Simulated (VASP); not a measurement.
Wanted: the native input for a VASP 6.6.1 run.

- Task: relaxation of cell and atoms
- Functional: PBE
- Dispersion: D3
- Potentials or basis: VASP PAW PBE potentials, release 64 (Ba_sv, Ti_sv, O)
- Cutoff: 600 eV
- k mesh: 7 × 7 × 7
- Occupations: fermi-dirac, width 0.05 eV
- Spin: no spin polarisation
- Further INCAR settings: ALGO = Fast; EDIFF = 1e-07; IBRION = 2; EDIFFG = -0.02; NSW = 60; ISIF = 3

The structure of BaTiO3 lies in POSCAR:

```
BaTiO3
1.0
    3.9998000000      0.0000000000      0.0000000000
    0.0000000000      3.9998000000      0.0000000000
    0.0000000000      0.0000000000      4.0180000000
Ba Ti O
1 1 3
Direct
    0.0000000000      0.0000000000      0.0000000000
    0.5000000000      0.5000000000      0.4900000000
    0.0000000000      0.5000000000      0.5170000000
    0.5000000000      0.0000000000      0.5170000000
    0.5000000000      0.5000000000      0.0190000000
```

One way to write it, as run:

INCAR

```
PREC = Accurate
ENCUT = 600
EDIFF = 1E-7
ISMEAR = -1
SIGMA = 0.05
LREAL = F
LASPH = T
NELM = 80
ALGO = Fast
ISIF = 3
LWAVE = F
LCHARG = F
GGA = PE
IVDW = 11
IBRION = 2
NSW = 60
EDIFFG = -0.02
```

KPOINTS

```
Automatic mesh
0
Gamma
  7 7 7
```

Potentials or basis: VASP PAW PBE potentials, release 64 (Ba_sv, Ti_sv, O).

Run with:

```console
$ cat potpaw_PBE.64/Ba_sv/POTCAR potpaw_PBE.64/Ti_sv/POTCAR potpaw_PBE.64/O/POTCAR > POTCAR
$ mpirun -np 1 vasp_std > vasp.out
```

It gave:

```json
{
  "Relaxed volume": "13.16 Å³/atom",
  "Relaxed cell": "a = 3.989 Å, b = 3.989 Å, c = 4.136 Å, α = 90.00°, β = 90.00°, γ = 90.00°",
  "Space group after relaxing (to 0.05 Å)": "P4mm (No. 99)",
  "Energy gained by relaxing": "4.6 meV/atom",
  "Ionic steps": "14",
  "Pressure after relaxing": "0.0 GPa",
  "Largest force after relaxing": "0.012 eV/Å",
  "Band gap on the k mesh": "1.89 eV, indirect (least direct gap 2.28 eV)",
  "Dispersion energy per atom": "-0.170 eV"
}
```

Caveat: spin-orbit coupling is left out, which moves the levels of the heavy elements; an odd mesh through Γ misses points on the zone boundary, where band edges often lie.

Wall time 11 min on 1 thread of AMD EPYC 9R45 96-Core Processor (Zen 5), with other jobs on the host, peak memory 0.23 GiB.
